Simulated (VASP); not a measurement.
# BN in VASP: settings compared, part 2 of 2

VASP 6.6.1. The steps go on from the part before.

## Step 3: Relaxation of cell and atoms, PBE+D3(BJ)

This run uses another cell than the first one, of 28.81 Å³/atom, 1.007 times its volume.

INCAR

```
SYSTEM = BN
  PREC = Accurate
  ENCUT = 600
  EDIFF = 1E-6
  ISMEAR = 0
  SIGMA = 0.03
  LREAL = .False.
  LASPH = .True.
  NELM = 80
  ALGO = Normal
  ISIF = 3
  LWAVE = .False.
  LCHARG = .False.
  GGA = PE
  IVDW = 12
  IBRION = 2
  NSW = 90
  EDIFFG = -0.01
  LATTICE_CONSTRAINTS = .TRUE. .TRUE. .FALSE.
  KPAR = 2
```

KPOINTS

```
Automatic mesh
0
Gamma
  15 15 1
  0 0 0
```

POSCAR

```
BN
1.0
    2.4982400000      0.0000000000      0.0000000000
   -1.2491200000      2.1635393000      0.0000000000
    0.0000000000      0.0000000000     21.3178500000
B N
2 2
Direct
    0.6666666700      0.3333333300      0.4221814100
    0.3333333300      0.6666666700      0.5778185900
    0.3333333300      0.6666666700      0.4221814100
    0.6666666700      0.3333333300      0.5778185900
```

Potentials or basis: VASP PAW PBE potentials, release 64 (B, N).

Started as:

```console
> cat potpaw_PBE.64/B/POTCAR potpaw_PBE.64/N/POTCAR > POTCAR
> mpirun -np 2 vasp_std > vasp.out
```

OUTCAR:

```text
SYSTEM = BN
   PREC = Accurate
   ENCUT = 600
   EDIFF = 1E-6
   ISMEAR = 0
   LREAL = .False.
   LASPH = .True.
   NELM = 80
   ISIF = 3
   GGA = PE
   IVDW = 12
   IBRION = 2
   NSW = 90
   EDIFFG = -0.01
 IVDW          = 12

 ion  position               nearest neighbor table
   1  0.667  0.333  0.422-   3 1.44   3 1.44   3 1.44
   2  0.333  0.667  0.578-   4 1.44   4 1.44   4 1.44
   3  0.333  0.667  0.422-   1 1.44   1 1.44   1 1.44
   4  0.667  0.333  0.578-   2 1.44   2 1.44   2 1.44

  LATTYP: Found a hexagonal cell.
 ALAT       =     2.4982400000
 C/A-ratio  =     8.5331473357

  Lattice vectors:

 A1 = (   2.4982400000,   0.0000000000,   0.0000000000)
 A2 = (  -1.2491200000,   2.1635393000,   0.0000000000)
 A3 = (   0.0000000000,   0.0000000000,  21.3178500000)

Analysis of symmetry for initial positions (statically):
=====================================================================
[... 354 lines left out ...]
  free energy    TOTEN  =       -35.18338271 eV

  energy without entropy =      -35.18338271  energy(sigma->0) =      -35.18338271

 E-fermi :  -3.1479     XC(G=0):  -3.5582

 val. band max:       -3.3406629234   @ k =   0.3333   0.3333   0.0000
 cond. band min:       1.1821725718   @ k =   0.4667   0.0667   0.0000
 fundamental gap:      4.5228354952
 Fermi energy:        -3.1479295592

 k-point     1 :       0.0000    0.0000    0.0000
  band No.  band energies     occupation
      1     -21.0316      2.00000
      2     -20.8832      2.00000
      3      -9.0563      2.00000
      4      -8.0021      2.00000
      5      -4.6602      2.00000
      6      -4.6602      2.00000
      7      -4.6414      2.00000
      8      -4.6414      2.00000
      9       1.5072      0.00000
     10       2.0079      0.00000
     11       2.6353      0.00000
     12       3.6309      0.00000
[... 331 lines left out ...]
 k-point    24 :       0.4000    0.2000    0.0000
  band No.  band energies     occupation
      1     -17.5654      2.00000
      2     -17.5373      2.00000
      3     -11.7522      2.00000
      4     -11.7090      2.00000
      5      -9.2458      2.00000
      6      -9.2076      2.00000
      7      -3.9272      2.00000
      8      -3.5427      2.00000
      9       1.3266      0.00000
     10       1.7290      0.00000
     11       8.6529      0.00000
     12       9.0558      0.00000

 [... further k-points ...]

------------------------ aborting loop because EDIFF is reached ----------------------------------------

 Edisp (eV)   -0.42492

 E8    (eV) :    -0.1311
[... 27 lines left out ...]
  FREE ENERGIE OF THE ION-ELECTRON SYSTEM (eV)
  ---------------------------------------------------
  free  energy   TOTEN  =       -35.6082999275 eV

  energy  without entropy=      -35.6082999275  energy(sigma->0) =      -35.60829993

 reached required accuracy - stopping structural energy minimisation
```

Wall time 78 s (2 MPI ranks of Intel Xeon Platinum 8488C (Sapphire Rapids), shared host); peak memory 0.26 GiB.

Results:

```
Free energy                            : -35.6083 eV
Relaxed volume                         : 29.02 Å³/atom
Relaxed cell                           : a = 2.508 Å, b = 2.508 Å, c = 21.318 Å, α = 90.00°, β = 90.00°, γ = 120.00°
Space group after relaxing (to 0.05 Å) : P-3m1 (No. 164)
Energy gained by relaxing              : 0.9 meV/atom
Ionic steps                            : 5
Largest force after relaxing           : 0.008 eV/Å
Band gap on the k mesh                 : 4.52 eV, indirect (least direct gap 4.73 eV)
Dispersion energy per atom             : -0.106 eV
```

Forces in eV/Å, atoms in the order of the input:
```
B    0.000  0.000 -0.008
B    0.000  0.000  0.008
N    0.000  0.000 -0.003
N    0.000  0.000  0.003
```

The path:
```
step  energy change (eV)  largest force (eV/Å)  pressure (GPa)  volume (Å³)
   1              0.0000                0.0291            0.84       115.22
   2              0.0093                0.0139           -1.58       117.80
   3             -0.0035                0.0186           -0.02       116.10
   4             -0.0035                0.0187            0.00       116.08
   5             -0.0035                0.0076            0.00       116.08
```

Final structure:
```xyz
4
Lattice="2.5075 0.0000 0.0000 -1.2538 2.1716 0.0000 0.0000 0.0000 21.3178" Properties=species:S:1:pos:R:3 pbc="T T T"
B     1.2538    0.7239    9.0006
B     0.0000    1.4477   12.3173
N     0.0000    1.4477    8.9988
N     1.2538    0.7239   12.3191
```

A hybrid or GW would open this gap; PBE tends to underestimate it. Zero-point motion and thermal expansion aren't in these numbers.

## Step 4: Relaxation of cell and atoms, PBE+D3(BJ)

This run uses another cell than the first one, of 29.02 Å³/atom, 1.014 times its volume.

Edit INCAR of step 3 so:

```diff
@@ -3,3 +3,3 @@
   ENCUT = 600
-  EDIFF = 1E-6
+  EDIFF = 1E-7
   ISMEAR = 0
@@ -17,3 +17,3 @@
   NSW = 90
-  EDIFFG = -0.01
+  EDIFFG = -0.005
   LATTICE_CONSTRAINTS = .TRUE. .TRUE. .FALSE.
```

KPOINTS is that of step 3.

POSCAR

```
BN                                      
1.0
    2.5075257224     -0.0000000000      0.0000000000
   -1.2537628612      2.1715809715      0.0000000000
    0.0000000000      0.0000000000     21.3178500000
  B               N             
     2     2
Direct
     0.6666666699999979    0.3333333300000021    0.4222087867150437
     0.3333333300000021    0.6666666699999979    0.5777912132849564
     0.3333333300000021    0.6666666699999979    0.4221230661204577
     0.6666666699999979    0.3333333300000021    0.5778769338795422
```

Potentials or basis: VASP PAW PBE potentials, release 64 (B, N).

Started as:

```console
> cat potpaw_PBE.64/B/POTCAR potpaw_PBE.64/N/POTCAR > POTCAR
> mpirun -np 2 vasp_std > vasp.out
```

OUTCAR:

```text
SYSTEM = BN
   PREC = Accurate
   ENCUT = 600
   EDIFF = 1E-7
   ISMEAR = 0
   LREAL = .False.
   LASPH = .True.
   NELM = 80
   ISIF = 3
   GGA = PE
   IVDW = 12
   IBRION = 2
   NSW = 90
   EDIFFG = -0.005
 IVDW          = 12

 ion  position               nearest neighbor table
   1  0.667  0.333  0.422-   3 1.45   3 1.45   3 1.45
   2  0.333  0.667  0.578-   4 1.45   4 1.45   4 1.45
   3  0.333  0.667  0.422-   1 1.45   1 1.45   1 1.45
   4  0.667  0.333  0.578-   2 1.45   2 1.45   2 1.45

  LATTYP: Found a hexagonal cell.
 ALAT       =     2.5075257224
 C/A-ratio  =     8.5015478843

  Lattice vectors:

 A1 = (   2.5075257224,   0.0000000000,   0.0000000000)
 A2 = (  -1.2537628612,   2.1715809715,   0.0000000000)
 A3 = (   0.0000000000,   0.0000000000,  21.3178500000)

Analysis of symmetry for initial positions (statically):
=====================================================================
 Subroutine PRICEL returns:
 Original cell was already a primitive cell.
[... 397 lines left out ...]

  energy without entropy =      -35.18707930  energy(sigma->0) =      -35.18707930

 E-fermi :  -3.1534     XC(G=0):  -3.5632

 val. band max:       -3.3361679078   @ k =   0.3333   0.3333   0.0000
 cond. band min:       1.1950558740   @ k =   0.4667   0.0667   0.0000
 fundamental gap:      4.5312237818
 Fermi energy:        -3.1534201841

 k-point     1 :       0.0000    0.0000    0.0000
  band No.  band energies     occupation
      1     -21.0239      2.00000
      2     -20.8859      2.00000
      3      -9.0318      2.00000
      4      -8.0243      2.00000
      5      -4.6582      2.00000
      6      -4.6582      2.00000
      7      -4.6411      2.00000
      8      -4.6411      2.00000
      9       1.4899      0.00000
     10       1.9849      0.00000
     11       2.6726      0.00000
     12       3.6232      0.00000
[... 331 lines left out ...]
 k-point    24 :       0.4000    0.2000    0.0000
  band No.  band energies     occupation
      1     -17.5625      2.00000
      2     -17.5364      2.00000
      3     -11.7485      2.00000
      4     -11.7083      2.00000
      5      -9.2424      2.00000
      6      -9.2074      2.00000
      7      -3.9136      2.00000
      8      -3.5490      2.00000
      9       1.3352      0.00000
     10       1.7186      0.00000
     11       8.6453      0.00000
     12       9.0704      0.00000

 [... further k-points ...]

------------------------ aborting loop because EDIFF is reached ----------------------------------------

 Edisp (eV)   -0.42208

 E8    (eV) :    -0.1301
[... 27 lines left out ...]
  FREE ENERGIE OF THE ION-ELECTRON SYSTEM (eV)
  ---------------------------------------------------
  free  energy   TOTEN  =       -35.6091628804 eV

  energy  without entropy=      -35.6091628804  energy(sigma->0) =      -35.60916288

 reached required accuracy - stopping structural energy minimisation
```

Wall time 2.1 min (2 MPI ranks of Intel Xeon Platinum 8488C (Sapphire Rapids), shared host); peak memory 0.27 GiB.

Results:

* Free energy: -35.6092 eV
* Energy gained by relaxing: 0.1 meV/atom
* Ionic steps: 14
* Largest force after relaxing: 0.004 eV/Å
* Band gap on the k mesh: 4.53 eV, indirect (least direct gap 4.72 eV)
* Dispersion energy per atom: -0.106 eV

Forces on the atoms (eV/Å):
```
B    0.000  0.000  0.002
B    0.000  0.000 -0.002
N    0.000  0.000 -0.004
N    0.000  0.000  0.004
```

The path:
```csv
step,energy change (eV),largest force (eV/Å),pressure (GPa),volume (Å³)
1,0.0000,0.0080,0.00,116.08
2,0.0000,0.0064,-0.04,116.12
3,0.0000,0.0057,-0.03,116.11
4,0.0000,0.0070,-0.03,116.11
5,0.0000,0.0104,-0.02,116.10
6,0.0000,0.0179,-0.01,116.09
7,0.0000,0.0328,0.01,116.07
8,0.0000,0.0249,-0.01,116.08
9,0.0000,0.0245,-0.01,116.08
10,-0.0001,0.0236,-0.01,116.08
11,-0.0001,0.0223,-0.01,116.08
12,-0.0001,0.0196,-0.01,116.09
13,-0.0002,0.0142,-0.01,116.09
14,-0.0002,0.0044,-0.02,116.09
```

Final structure:
```xyz
4
Lattice="2.5076 0.0000 0.0000 -1.2538 2.1717 0.0000 0.0000 0.0000 21.3178" Properties=species:S:1:pos:R:3 pbc="T T T"
B     1.2538    0.7239    8.9846
B     0.0000    1.4478   12.3333
N     0.0000    1.4478    8.9833
N     1.2538    0.7239   12.3346
```
